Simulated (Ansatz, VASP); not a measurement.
# CdSe in VASP and in Ansatz

Contents of INCAR:

```
SYSTEM = CdSe
ALGO = Fast ; EDIFF = 1E-7
ENCUT = 520 ; GGA = PE
ISIF = 2 ; ISMEAR = 0
LASPH = .True. ; LCHARG = .True.
LELF = .True. ; LREAL = .False.
LVHAR = .True. ; LWAVE = .False.
NBANDS = 16 ; NELM = 100
PREC = Accurate ; SIGMA = 0.028999999999999998
```

The input KPOINTS:

```
k-points
0
Gamma
  8 8 8
  0 0 0
```

The input POSCAR:

```
CdSe
1.0
    0.0000000000      3.0702711986      3.0702711986
    3.0702711986      0.0000000000      3.0702711986
    3.0702711986      3.0702711986      0.0000000000
Cd Se
1 1
Direct
    0.0000000000      0.0000000000      0.0000000000
    0.2500000000      0.2500000000      0.2500000000
```

File input.yaml:

```yaml
crystal:
  lattice:
    - [0.0, 3.0702711986, 3.0702711986]
    - [3.0702711986, 0.0, 3.0702711986]
    - [3.0702711986, 3.0702711986, 0.0]
  atoms:
    - { symbol: Cd, position: [0.0, 0.0, 0.0] }
    - { symbol: Se, position: [0.25, 0.25, 0.25] }
kpoints:
  mp_grid: { grid: [8, 8, 8] }
scf:
  occupations: { method: gaussian, width: 0.029 }
hamiltonian:
  xc: pbe
  pseudopotentials: { kind: all_electron, lapw: { basis_error: 0.001 } }
output:
  forces: true
  stress: true
  eigenvalues: true
```

Measurements of this composition are mostly on another form, of space group No. 186.

Alike in both runs: task single point; functional PBE; k mesh 8 × 8 × 8; occupations gaussian, width 0.029 eV; no spin polarisation.

|  | VASP | Ansatz |
| --- | --- | --- |
| version | VASP 6.6.1 | Ansatz 0.2.0 |
| potentials or method | VASP PAW PBE potentials, release 64 (Cd, Se) | all-electron LAPW, scalar-relativistic |
| plane-wave cutoff (eV) | 520 | see its input |

|  | VASP | Ansatz | Ansatz less VASP |
| --- | --- | --- | --- |
| gap on the k mesh at the Fermi level (eV) | 0.55 | 0.55 | +0.001 |
| least direct gap on the mesh (eV) | 0.55 | 0.55 | +0.001 |
| pressure (GPa) | 1.6 | 1.3 | -0.26 |

Ansatz ran all-electron here, so the differences hold the error of VASP's frozen core and of both bases.
